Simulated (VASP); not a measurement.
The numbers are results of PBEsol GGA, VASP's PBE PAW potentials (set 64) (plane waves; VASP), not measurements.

Input for VASP

**INCAR**
```
ALGO = Normal
EDIFF = 1E-6
EDIFFG = -0.01
ENCUT = 520
GGA = PS
IBRION = 2
ISIF = 3
ISMEAR = 0
LASPH = .TRUE.
LCHARG = .FALSE.
LMAXMIX = 4
LREAL = .FALSE.
LWAVE = .FALSE.
NELM = 100
NSW = 60
PREC = Accurate
SIGMA = 0.05
SYSTEM = LiI
```

**POSCAR**
```
LiI
1.0
  0.0000000000   2.8836000000   2.8836000000
  2.8836000000   0.0000000000   2.8836000000
  2.8836000000   2.8836000000   0.0000000000
Li I
1 1
direct
  0.0000000000   0.0000000000   0.0000000000
  0.5000000000   0.5000000000   0.5000000000
```

File KPOINTS:
```
Automatic mesh
0
Gamma
7 7 7
0 0 0
```

POTCAR, in this order: Li_sv I (PBE.64 set). Program: vasp_std.

What VASP printed:

**OSZICAR**
```
       N       E                     dE             d eps       ncg     rms          rms(c)
DAV:   1     0.342602423645E+02    0.34260E+02   -0.37492E+03   360   0.976E+02
DAV:   2    -0.447922603645E+01   -0.38739E+02   -0.37725E+02   463   0.135E+02
DAV:   3    -0.611165051337E+01   -0.16324E+01   -0.16317E+01   469   0.314E+01
DAV:   4    -0.614641236387E+01   -0.34762E-01   -0.34716E-01   538   0.505E+00
DAV:   5    -0.614736112713E+01   -0.94876E-03   -0.94849E-03   486   0.655E-01    0.237E+00
DAV:   6    -0.613708588559E+01    0.10275E-01   -0.13352E-02   459   0.698E-01    0.151E+00
DAV:   7    -0.613690243484E+01    0.18345E-03   -0.18090E-02   517   0.870E-01    0.230E-01
DAV:   8    -0.613698704324E+01   -0.84608E-04   -0.21837E-03   397   0.354E-01    0.517E-02
DAV:   9    -0.613698893790E+01   -0.18947E-05   -0.60056E-05   467   0.680E-02    0.147E-02
DAV:  10    -0.613699403639E+01   -0.50985E-05   -0.54915E-06   449   0.212E-02    0.573E-03
DAV:  11    -0.613699580637E+01   -0.17700E-05   -0.71641E-07   356   0.756E-03    0.540E-03
DAV:  12    -0.613699571838E+01    0.87988E-07   -0.75132E-08   207   0.227E-03
   1 F= -.61369957E+01 E0= -.61369957E+01  d E =-.613700E+01
       N       E                     dE             d eps       ncg     rms          rms(c)
DAV:   1    -0.620835281383E+01   -0.71357E-01   -0.10297E+00   370   0.579E+00    0.129E+00
DAV:   2    -0.616512100040E+01    0.43232E-01   -0.10425E-01   463   0.221E+00    0.669E-01
DAV:   3    -0.615265567293E+01    0.12465E-01   -0.44127E-02   368   0.106E+00    0.425E-01
DAV:   4    -0.615257058946E+01    0.85083E-04   -0.11133E-03   453   0.283E-01    0.357E-01
DAV:   5    -0.615241848329E+01    0.15211E-03   -0.21493E-04   652   0.982E-02    0.467E-02
DAV:   6    -0.615241626536E+01    0.22179E-05   -0.12410E-05   385   0.295E-02    0.219E-02
DAV:   7    -0.615241877193E+01   -0.25066E-05   -0.12790E-06   250   0.926E-03    0.851E-03
DAV:   8    -0.615241807237E+01    0.69956E-06   -0.46104E-07   206   0.631E-03
   2 F= -.61524181E+01 E0= -.61524181E+01  d E =-.154224E-01
       N       E                     dE             d eps       ncg     rms          rms(c)
DAV:   1    -0.619133231545E+01   -0.38914E-01   -0.64958E-01   368   0.456E+00    0.102E+00
DAV:   2    -0.616358622314E+01    0.27746E-01   -0.65772E-02   447   0.175E+00    0.525E-01
DAV:   3    -0.615578770948E+01    0.77985E-02   -0.28019E-02   366   0.838E-01    0.329E-01
DAV:   4    -0.615573056710E+01    0.57142E-04   -0.70956E-04   457   0.225E-01    0.277E-01
DAV:   5    -0.615562992611E+01    0.10064E-03   -0.13769E-04   659   0.783E-02    0.405E-02
DAV:   6    -0.615562872706E+01    0.11991E-05   -0.71155E-06   376   0.230E-02    0.177E-02
DAV:   7    -0.615563079275E+01   -0.20657E-05   -0.78321E-07   218   0.734E-03    0.674E-03
DAV:   8    -0.615563020886E+01    0.58389E-06   -0.31641E-07   198   0.528E-03
   3 F= -.61556302E+01 E0= -.61556302E+01  d E =-.186345E-01
```

OUTCAR:
```
------------------------ aborting loop because EDIFF is reached ----------------------------------------
  FORCE on cell =-STRESS in cart. coord.  units (eV):
  Direction    XX          YY          ZZ          XY          YZ          ZX
  --------------------------------------------------------------------------------------
  Total       -0.0175457     -0.0175457     -0.0175457      0.0000000      0.0000000     -0.0000000
  in kB       -0.5458130     -0.5458130     -0.5458130      0.0000000      0.0000000     -0.0000000
  external PRESSURE =      -0.5458130 kB  Pullay stress =       0.0000000 kB
  volume of cell :       51.50
      direct lattice vectors                 reciprocal lattice vectors
     0.000000000  2.953039174  2.953039174    -0.169317090  0.169317090  0.169317090
     2.953039174  0.000000000  2.953039174     0.169317090 -0.169317090  0.169317090
     2.953039174  2.953039174  0.000000000     0.169317090  0.169317090 -0.169317090
 POSITION                                       TOTAL-FORCE (eV/Angst)
 -----------------------------------------------------------------------------------
      0.00000      0.00000      0.00000         0.000000      0.000000      0.000000
      2.95304      2.95304      2.95304        -0.000000     -0.000000     -0.000000
 -----------------------------------------------------------------------------------
    total drift:                               -0.000000     -0.000000      0.000000
  FREE ENERGIE OF THE ION-ELECTRON SYSTEM (eV)
  ---------------------------------------------------
  free  energy   TOTEN  =        -6.1556302089 eV

  energy  without entropy=       -6.1556302089  energy(sigma->0) =       -6.15563021

 reached required accuracy - stopping structural energy minimisation
```
(Selected blocks of OUTCAR.)

**CONTCAR**
```
LiI
   1.00000000000000
     0.0000000000000000    2.9530391743765994    2.9530391743765994
     2.9530391743765994    0.0000000000000000    2.9530391743765994
     2.9530391743765994    2.9530391743765994    0.0000000000000000
  Li              I
     1     1
Direct
     0.0000000000000000    0.0000000000000000    0.0000000000000000
     0.5000000000000000    0.5000000000000000    0.5000000000000000
```

Energy and stress use the plane-wave basis of the starting cell.

The structure was generated: LiI was put into the rock salt type (Fm-3m), which need not be its known phase. This run relaxes it. Symmetry was kept, so distortions that lower it aren't found.
